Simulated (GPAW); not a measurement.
# CdS (Fm-3m) in GPAW: convergence with plane-wave cutoff (eV)

Aim: find how far plane-wave cutoff (eV) must go before the results for CdS settle, at LDA. This setting moves, with any that are tied to it; all else stays.

Program: GPAW 26.7.0. These are calculated values, not measurements. Logs are shortened: lines on timing, memory, paths and dates and some standing lists are left out, and cuts for length are marked. The log counts tension as positive stress, the text compression.

## (1) Starting point

It takes space group Fm-3m (No. 225, cubic). The conventional cell has a = 5.506 Å, b = 5.506 Å, c = 5.506 Å, α = 90.00°, β = 90.00°, γ = 90.00°. Cd (site symmetry m-3m) has 6 S at 2.75 Å as nearest neighbours. S (site symmetry m-3m) has 6 Cd at 2.75 Å as nearest neighbours.

Measurements of this composition are mostly on another form, of space group No. 186.

## (2) With plane-wave cutoff (eV) 200

The input, run.py:

```python
from ase.dft.bandgap import bandgap
from ase.io import read, write
from ase.units import GPa
from gpaw import GPAW, PW

atoms = read('POSCAR')

calc = GPAW(mode=PW(200),
            xc='LDA',
            kpts={'size': (8, 8, 8), 'gamma': True},
            occupations={'name': 'fermi-dirac', 'width': 0.05},
            nbands=18,
            convergence={'density': 1e-05, 'energy': 1e-05},
            maxiter=100,
            txt='gpaw.txt')
atoms.calc = calc
energy = atoms.get_potential_energy()
forces = atoms.get_forces()
stress = atoms.get_stress()
calc.write('gs.gpw')
write('result.traj', atoms)
print(f'Energy: {energy:.6f} eV')
print('Forces (eV/A):')
print(forces.round(4))
print('Stress (GPa):', (stress / GPa).round(3))
print('Fermi level:', round(calc.get_fermi_level(), 4), 'eV')
print(f'Gap: {bandgap(calc)[0]:.4f} eV, direct: {bandgap(calc, direct=True)[0]:.4f} eV')
```

The input, POSCAR:

```
CdS
1.0
    0.0000000000      2.7532440000      2.7532440000
    2.7532440000      0.0000000000      2.7532440000
    2.7532440000      2.7532440000      0.0000000000
Cd S
1 1
Direct
    0.0000000000      0.0000000000      0.0000000000
    0.5000000000      0.5000000000      0.5000000000
```

Potentials or basis: the program's PAW data sets (release 1.2.1) made for this functional, pw.

On the command line:

```bash
OMP_NUM_THREADS=1 python run.py
```

It took 3.5 s on 1 thread of Arm Neoverse V2, shared host; peak memory 0.12 GiB.

What came out:

```
Free energy            : -6.3950 eV
Pressure               : -21.3 GPa
Band gap on the k mesh : none (metal or under the smearing width)
```

## (3) With plane-wave cutoff (eV) 250

Changes to run.py since step 2:

```diff
@@ -7,3 +7,3 @@
 
-calc = GPAW(mode=PW(200),
+calc = GPAW(mode=PW(250),
             xc='LDA',
```

POSCAR is that of step 2.

Potentials or basis: the program's PAW data sets (release 1.2.1) made for this functional, pw.

On the command line:

```bash
OMP_NUM_THREADS=1 python run.py
```

Run time: 4 s. Hardware: 1 thread of Arm Neoverse V2, shared host; peak memory 0.12 GiB.

Results:

| Item | Value |
| --- | --- |
| Free energy | -6.7624 eV |
| Pressure | -7.5 GPa |
| Band gap on the k mesh | none (metal or under the smearing width) |

## (4) With plane-wave cutoff (eV) 300

Changes to run.py since step 3:

```diff
@@ -7,3 +7,3 @@
 
-calc = GPAW(mode=PW(250),
+calc = GPAW(mode=PW(300),
             xc='LDA',
```

POSCAR is that of step 3.

On the command line:

```bash
OMP_NUM_THREADS=1 python run.py
```

Wall time 4.1 s (1 thread of Arm Neoverse V2, shared host); peak memory 0.13 GiB.

What came out:

```yaml
Free_energy: -6.8877 eV
Pressure: -10.0 GPa
Band_gap_on_the_k_mesh: none (metal or under the smearing width)
```

## (5) With plane-wave cutoff (eV) 350

Changes to run.py since step 4:

```diff
@@ -7,3 +7,3 @@
 
-calc = GPAW(mode=PW(300),
+calc = GPAW(mode=PW(350),
             xc='LDA',
```

POSCAR is that of step 4.

On the command line:

```bash
OMP_NUM_THREADS=1 python run.py
```

Run time: 6.6 s. Hardware: 1 thread of Arm Neoverse V2, shared host; peak memory 0.13 GiB.

Results:

* Free energy: -7.1030 eV
* Pressure: -10.7 GPa
* Band gap on the k mesh: none (metal or under the smearing width)

## (6) With plane-wave cutoff (eV) 400

Changes to run.py since step 5:

```diff
@@ -7,3 +7,3 @@
 
-calc = GPAW(mode=PW(350),
+calc = GPAW(mode=PW(400),
             xc='LDA',
```

POSCAR is that of step 5.

Potentials or basis: the program's PAW data sets (release 1.2.1) made for this functional, pw.

On the command line:

```bash
OMP_NUM_THREADS=1 python run.py
```

Wall time 6.8 s (1 thread of Arm Neoverse V2, shared host); peak memory 0.13 GiB.

What came out:

| Item | Value |
| --- | --- |
| Free energy | -7.2661 eV |
| Pressure | -9.4 GPa |
| Band gap on the k mesh | none (metal or under the smearing width) |

## (7) With plane-wave cutoff (eV) 500

Changes to run.py since step 6:

```diff
@@ -7,3 +7,3 @@
 
-calc = GPAW(mode=PW(400),
+calc = GPAW(mode=PW(500),
             xc='LDA',
```

POSCAR is that of step 6.

On the command line:

```bash
OMP_NUM_THREADS=1 python run.py
```

It took 9.7 s on 1 thread of Arm Neoverse V2, shared host; peak memory 0.14 GiB.

The run converged. Its results:

| Item | Value |
| --- | --- |
| Free energy | -7.3769 eV |
| Pressure | -7.4 GPa |
| Band gap on the k mesh | none (metal or under the smearing width) |

## (8) With plane-wave cutoff (eV) 600

Changes to run.py since step 7:

```diff
@@ -7,3 +7,3 @@
 
-calc = GPAW(mode=PW(500),
+calc = GPAW(mode=PW(600),
             xc='LDA',
```

POSCAR is that of step 7.

On the command line:

```bash
OMP_NUM_THREADS=1 python run.py
```

Run time: 12 s. Hardware: 1 thread of Arm Neoverse V2, shared host; peak memory 0.15 GiB.

Results (log left out):

```yaml
Free_energy: -7.3895 eV
Pressure: -7.1 GPa
Band_gap_on_the_k_mesh: none (metal or under the smearing width)
```

## (9) With plane-wave cutoff (eV) 800

Changes to run.py since step 8:

```diff
@@ -7,3 +7,3 @@
 
-calc = GPAW(mode=PW(600),
+calc = GPAW(mode=PW(800),
             xc='LDA',
```

POSCAR is that of step 8.

Potentials or basis: the program's PAW data sets (release 1.2.1) made for this functional, pw.

On the command line:

```bash
OMP_NUM_THREADS=1 python run.py
```

Wall time 17 s (1 thread of Arm Neoverse V2, shared host); peak memory 0.17 GiB.

The run converged. Its results:

| Property | Result |
| --- | --- |
| Free energy | -7.3946 eV |
| Pressure | -7.0 GPa |
| Band gap on the k mesh | none (metal or under the smearing width) |

## (10) With plane-wave cutoff (eV) 1000

Changes to run.py since step 9:

```diff
@@ -7,3 +7,3 @@
 
-calc = GPAW(mode=PW(800),
+calc = GPAW(mode=PW(1000),
             xc='LDA',
```

POSCAR is that of step 9.

Potentials or basis: the program's PAW data sets (release 1.2.1) made for this functional, pw.

On the command line:

```bash
OMP_NUM_THREADS=1 python run.py
```

gpaw.txt:

```text
__  _  _
 | _ |_)|_||  |
 |__||  | ||/\| - 26.7.0

Input parameters:
  mode=PW(ecut=1000.0),
  convergence={'density': 1e-05, 'energy': 1e-05},
  kpts=MonkhorstPack(size=(8, 8, 8), gamma=True),
  maxiter=100,
  nbands=18,
  occupations=Occupations(name='fermi-dirac', width=0.05),
  xc=XC(name='LDA')

Diagonalizing LCAO Hamiltonian
Converting LCAO to pw mode

                S

       Cd

Atoms  # Å, Bohr magnetons
|   | symbol |        x |        y |        z |    initial magnetic moments |
|---|--------|----------|----------|----------|-----------------------------|
| 0 |     Cd | 0.000000 | 0.000000 | 0.000000 | ( 0.0000,  0.0000,  0.0000) |
| 1 |      S | 2.753244 | 2.753244 | 2.753244 | ( 0.0000,  0.0000,  0.0000) |

Unit cell  # Å
| periodic |        x |        y |        z |  lengths |    angles |
|----------|----------|----------|----------|----------|-----------|
|      yes | 0.000000 | 2.753244 | 2.753244 | 3.893675 | 60.000000 |
|      yes | 2.753244 | 0.000000 | 2.753244 | 3.893675 | 60.000000 |
|      yes | 2.753244 | 2.753244 | 0.000000 | 3.893675 | 60.000000 |

Number of symmetries: 48
Symmetry operations  # r_c * U_cc + t_c -> r_c
|    | kind |            matrix            |
|----|------|------------------------------|
|  0 |  σ   |  1, 0, 0,  1, 0,-1,  1,-1, 0 |
|  1 |  C2  |  1, 0, 0,  1,-1, 0,  1, 0,-1 |
|  2 |  E   |  1, 0, 0,  0, 1, 0,  0, 0, 1 |
|  3 |  σ   |  1, 0, 0,  0, 0, 1,  0, 1, 0 |
|  4 |  C4  |  1, 0,-1,  1, 0, 0,  1,-1, 0 |
|  5 |  S6  |  1, 0,-1,  1,-1, 0,  1, 0, 0 |
|  6 |  σ   |  1, 0,-1,  0, 1,-1,  0, 0,-1 |
|  7 |  C3  |  1, 0,-1,  0, 0,-1,  0, 1,-1 |
|  8 |  S6  |  1,-1, 0,  1, 0, 0,  1, 0,-1 |
|  9 |  C4  |  1,-1, 0,  1, 0,-1,  1, 0, 0 |
| 10 |  C3  |  1,-1, 0,  0,-1, 1,  0,-1, 0 |
| 11 |  σ   |  1,-1, 0,  0,-1, 0,  0,-1, 1 |
| 12 |  σ   |  0, 1, 0,  1, 0, 0,  0, 0, 1 |
| 13 |  C4  |  0, 1, 0,  0, 1,-1, -1, 1, 0 |
| 14 |  C3  |  0, 1, 0,  0, 0, 1,  1, 0, 0 |
| 15 |  S6  |  0, 1, 0, -1, 1, 0,  0, 1,-1 |
| 16 |  C2  |  0, 1,-1,  1, 0,-1,  0, 0,-1 |
| 17 |  σ   |  0, 1,-1,  0, 1, 0, -1, 1, 0 |
| 18 |  S4  |  0, 1,-1,  0, 0,-1,  1, 0,-1 |
| 19 |  C4  |  0, 1,-1, -1, 1, 0,  0, 1, 0 |
| 20 |  C3  |  0, 0, 1,  1, 0, 0,  0, 1, 0 |
| 21 |  σ   |  0, 0, 1,  0, 1, 0,  1, 0, 0 |
| 22 |  S6  |  0, 0, 1,  0,-1, 1, -1, 0, 1 |
| 23 |  C4  |  0, 0, 1, -1, 0, 1,  0,-1, 1 |
| 24 |  S4  |  0, 0,-1,  1, 0,-1,  0, 1,-1 |
| 25 |  C3  |  0, 0,-1,  0, 1,-1,  1, 0,-1 |
| 26 |  C2  |  0, 0,-1,  0,-1, 0, -1, 0, 0 |
| 27 |  S6  |  0, 0,-1, -1, 0, 0,  0,-1, 0 |
| 28 |  S4  |  0,-1, 1,  1,-1, 0,  0,-1, 0 |
| 29 |  C4  |  0,-1, 1,  0, 0, 1, -1, 0, 1 |
| 30 |  C2  |  0,-1, 1,  0,-1, 0,  1,-1, 0 |
| 31 |  σ   |  0,-1, 1, -1, 0, 1,  0, 0, 1 |
| 32 |  C3  |  0,-1, 0,  1,-1, 0,  0,-1, 1 |
| 33 |  S6  |  0,-1, 0,  0, 0,-1, -1, 0, 0 |
| 34 |  S4  |  0,-1, 0,  0,-1, 1,  1,-1, 0 |
| 35 |  C2  |  0,-1, 0, -1, 0, 0,  0, 0,-1 |
| 36 |  C2  | -1, 1, 0,  0, 1, 0,  0, 1,-1 |
| 37 |  S6  | -1, 1, 0,  0, 1,-1,  0, 1, 0 |
| 38 |  S4  | -1, 1, 0, -1, 0, 1, -1, 0, 0 |
| 39 |  C3  | -1, 1, 0, -1, 0, 0, -1, 0, 1 |
| 40 |  S6  | -1, 0, 1,  0, 0, 1,  0,-1, 1 |
| 41 |  C2  | -1, 0, 1,  0,-1, 1,  0, 0, 1 |
| 42 |  C3  | -1, 0, 1, -1, 1, 0, -1, 0, 0 |
| 43 |  S4  | -1, 0, 1, -1, 0, 0, -1, 1, 0 |
| 44 |  C2  | -1, 0, 0,  0, 0,-1,  0,-1, 0 |
| 45 |  i   | -1, 0, 0,  0,-1, 0,  0, 0,-1 |
| 46 |  σ   | -1, 0, 0, -1, 1, 0, -1, 0, 1 |
| 47 |  C2  | -1, 0, 0, -1, 0, 1, -1, 1, 0 |

BZ-sampling:
  Number of BZ points: 512
  Number of IBZ points: 29

  Monkhorst-Pack size: [8, 8, 8]
  Monkhorst-Pack shift: [0.0625, 0.0625, 0.0625]

K-points  # in reciprocal-cell coordinates
|     |                                coordinates |     weight |
|-----|--------------------------------------------|------------|
|   0 | (  0.00000000,   0.00000000,   0.00000000) | 0.00195312 |
|   1 | (  0.12500000,   0.12500000,   0.00000000) | 0.01171875 |
|   2 | (  0.12500000,   0.12500000,   0.12500000) | 0.01562500 |
|   3 | (  0.25000000,   0.12500000,   0.12500000) | 0.02343750 |
|   4 | (  0.25000000,   0.25000000,   0.00000000) | 0.01171875 |
|   5 | (  0.25000000,   0.25000000,   0.12500000) | 0.04687500 |
|   6 | (  0.25000000,   0.25000000,   0.25000000) | 0.01562500 |
|   7 | (  0.37500000,   0.25000000,  -0.37500000) | 0.04687500 |
|   8 | (  0.37500000,   0.25000000,   0.12500000) | 0.04687500 |
|   9 | (  0.37500000,   0.25000000,   0.25000000) | 0.04687500 |
| ... |                                            |            |
|  28 | (  0.50000000,   0.50000000,   0.50000000) | 0.00781250 |

Plane wave coefficients: 3028
Cutoff: 1000.0 eV

Spin-components: 1 (collinear spins)
Bands:           18
Projectors:      11
Spin-degeneracy: 2
Datatype:        complex128

Parallelization:
  kpt:    1
  domain: 1
  band:   1

Density:
  Valence electrons: 18.0
  Components: 1
  Grid points: [30 30 30]
  Charge: 0.0  # |e|

Potential:
  Grid points: [30 30 30]

species:
  Cd:
    name:    Cadmium
    Z:       48.0
    valence: 12
    core:    36
    charge:  0.0  # [|e|]
    compensation charges:
      type: gauss
      rc: 0.38  # [Å]
      lmax: 2
    cutoffs:
      filter: 2.12  # [Å]
      core: 2.62  # [Å]
    projectors
    | kind |    occ | energy [eV] | rcut [Å] |
    |------|--------|-------------|----------|
    |   5s |  2.000 |      -5.950 |    1.191 |
    |   5p |  0.000 |      -1.328 |    1.228 |
    |   4d | 10.000 |     -11.904 |    1.164 |
    |    s |        |      21.261 |    1.191 |
    |    p |        |      25.883 |    1.228 |
    |    d |        |      15.307 |    1.164 |

    Using partial waves for Cd as LCAO basis

  S:
    name:    Sulfur
    Z:       16.0
    valence: 6
    core:    10
    charge:  0.0  # [|e|]
    compensation charges:
      type: gauss
      rc: 0.24  # [Å]
      lmax: 2
    cutoffs:
      filter: 1.77  # [Å]
      core: 1.66  # [Å]
    projectors
    | kind |    occ | energy [eV] | rcut [Å] |
    |------|--------|-------------|----------|
    |   3s |  2.000 |     -17.278 |    0.974 |
    |   3p |  4.000 |      -7.106 |    0.979 |
    |    s |        |       9.933 |    0.974 |
    |    p |        |      20.105 |    0.979 |
    |    d |        |       0.000 |    0.900 |

    Using partial waves for S as LCAO basis

Reference energy: -162860.550595  # eV

eigensolver:
  PPCG
  Converge bands: occupied
  niter=2

density mixing:
  MSR1-Mixer
  Pratt-step length: 0.05
  Maximum mixing coefficient: 0.75
  Old densities: 10
  SVD Regularization: 0.005
  Good broyden scale: 1.0
  Trust region scale: 1.0
  Backstep threshold: 4.0
  History deletion threshold: 6.0
  Fourier metric: weight=20.0, sigma=0.015

occupation numbers:
  Fermi-Dirac:
    width: 0.0500  # eV

poisson solver:
  ecut: 8000.0  # eV

xc functional:
  name: None

convergence criteria:
- Maximum integral of absolute [dens]ity change: 1e-05 electrons / valence electron
- Maximum [total energy] change in last 3 cyles: 1e-05 eV / valence electron
- Maximum integral of absolute [eigenst]ate change: 4e-08 eV^2 / valence electron
maximum number of iterations: 100

SCF iterations
|iter     | |      energy | eigst |  dens |
|---------|-|-------------|-------|-------|
|iter:   1| |   -7.921404 | -0.46 |       |
|iter:   2| |   -7.805521 | -2.30 | -1.14 |
|iter:   3| |   -7.402958 | -1.56 | -1.18 |
|iter:   4| |   -7.396752 | -3.75 | -1.77 |
|iter:   5| |   -7.395501 | -4.08 | -2.23 |
|iter:   6| |   -7.395507 | -5.90 | -3.09 |
|iter:   7| |   -7.395509c| -7.00 | -3.61 |
|iter:   8| |   -7.395509c| -8.13c| -4.91 |
|iter:   9| |   -7.395509c| -8.80c| -5.71c|

Converged in 9 steps
Energy contributions relative to reference atoms: (reference = -162860.550595)

Energy contributions:
  Kinetic:          11.211600
  Coulomb:         -10.013107
  Zero:              0.146320
  External:          0.000000
  Xc:               -8.739142
  Entropy:          -0.002360
  Spinorbit:         0.000000
  ----------------------------
  Free energy:      -7.396689
  Extrapolated:     -7.395509

dipole moment: (-18.142740, -18.142740, -18.142740)  # |e|*Ang

Fermi level: 5.293
Eigenvalues  # (at kpt = [0.000, 0.000, 0.000])
| band index |      eig [eV] | occ [0-2] |
|------------|---------------|-----------|
|          0 |        -7.518 |     2.000 |
|          1 |        -2.377 |     2.000 |
|          2 |        -2.377 |     2.000 |
|          3 |        -2.371 |     2.000 |
|          4 |        -2.371 |     2.000 |
|          5 |        -2.371 |     2.000 |
[... 10 lines left out ...]
|         16 |        16.157 |     0.000 |
|         17 |        17.171 |     0.000 |

No gap
No difference between direct/indirect transitions

Forces  # eV/Ang
|        x |        y |        z |
|----------|----------|----------|
| -0.00000 | -0.00000 | -0.00000 |  # Cd   0
|  0.00000 | -0.00000 | -0.00000 |  # S    1

Stress tensor  # eV/Ang^3
|        x |         y |         z |
|----------|-----------|-----------|
| 0.043790 |  0.000000 |  0.000000 |
| 0.000000 |  0.043790 | -0.000000 |
| 0.000000 | -0.000000 |  0.043790 |

# Writing to gs.gpw (mode='')
```

It took 23 s on 1 thread of Arm Neoverse V2, shared host; peak memory 0.2 GiB.

Results:

```yaml
Free_energy: -7.3967 eV
Pressure: -7.0 GPa
Band_gap_on_the_k_mesh: none (metal or under the smearing width)
```

## (11) Result

| plane-wave cutoff (eV) | energy less the tightest run, at zero smearing (meV/atom) | pressure (GPa) | SCF cycles | CPU time (s) | peak memory (GiB) |
| --- | --- | --- | --- | --- | --- |
| 200 | 500.83 | -21.34 | 8 | 3.5 | 0.12 |
| 250 | 317.15 | -7.51 | 8 | 4 | 0.12 |
| 300 | 254.48 | -10.04 | 8 | 4.1 | 0.13 |
| 350 | 146.83 | -10.66 | 9 | 6.6 | 0.13 |
| 400 | 65.27 | -9.42 | 9 | 6.8 | 0.13 |
| 500 | 9.90 | -7.43 | 9 | 9.7 | 0.14 |
| 600 | 3.62 | -7.06 | 9 | 12 | 0.15 |
| 800 | 1.07 | -7.04 | 9 | 17 | 0.17 |
| 1000 | 0.00 | -7.02 | 9 | 23 | 0.2 |

Against the tightest run, the pressure stays within 0.1 GPa from 600 on. Not settled before the last step: the energy (to 1 meV/atom). The tightest run that finished is the yardstick and may itself not be fully converged.
